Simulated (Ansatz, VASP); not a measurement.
## Pt: VASP beside Ansatz

```xyz
1
Lattice="-1.5710 1.5710 1.5710 1.5710 -1.5710 1.5710 1.5710 1.5710 -1.5710" Properties=species:S:1:pos:R:3 pbc="T T T"
Pt    0.0000    0.0000    0.0000
```

Alike in both runs: task single point; functional BLYP; k mesh 15 × 15 × 15; occupations fermi-dirac, width 0.1 eV; no spin polarisation.

|  | VASP | Ansatz |
| --- | --- | --- |
| version | VASP 6.6.1 | Ansatz 0.2.0 |
| potentials or method | VASP PAW PBE potentials, release 64 (Pt) | plane waves (420 eV) with PAW, scalar-relativistic |
| plane-wave cutoff (eV) | 520 | 420 |
| valence electrons in the cell | 10 | 18 |

|  | VASP | Ansatz | Ansatz less VASP |
| --- | --- | --- | --- |
| pressure (GPa) | 21.1 | 19.7 | -1.39 |

The two sets of potentials don't hold the same shells in valence.

Caveats: so large a pressure means that the cell lies far from this level's equilibrium, or that cutoff or potentials fall short (VASP); the potentials were made for another functional, which shifts forces and pressure (VASP). Spin-orbit coupling is left out, which matters for the levels of Pt.
